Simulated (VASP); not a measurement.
The system is SnS2.

```
Sn S
1.0
     3.63900    0.00000    0.00000
    -1.81950    3.15147    0.00000
     0.00000    0.00000    6.16140
Sn S
1 2
Direct
  0.00000 0.00000 0.00000
  0.33333 0.66667 0.23810
  0.66667 0.33333 0.76190
```

```yaml
Program: VASP 6.6.1
Task: relaxation of the atoms
Functional: rev-vdW-DF2
Potentials_or_basis: VASP PAW PBE potentials, release 64 (Sn_d, S)
Cutoff: 520 eV
k_mesh: 10 × 10 × 6
Occupations: gaussian, width 0.05 eV
Spin: no spin polarisation
```

At the start: pressure 2.3 GPa; volume 23.55 Å³/atom.

**Question.** Where does the relaxation end?

**Answer.** Over 4 steps the energy falls by 4.9 meV/atom; space group P-3m1 (No. 164, to 0.05 Å).

Step by step:
```
step  energy change (eV)  largest force (eV/Å)  pressure (GPa)
   1              0.0000                0.4092            2.35
   2             -0.0117                0.1854            1.45
   3             -0.0148                0.0052            0.75
   4             -0.0148                0.0022            0.70
```

Final structure:
```
Sn S
1.0
     3.63900    0.00000    0.00000
    -1.81950    3.15147    0.00000
     0.00000    0.00000    6.16140
Sn S
1 2
Direct
  0.00000 0.00000 0.00000
  0.33333 0.66667 0.24407
  0.66667 0.33333 0.75593
```

Caveat: the PAW data sets were made with another functional, which shifts forces and pressure a little.
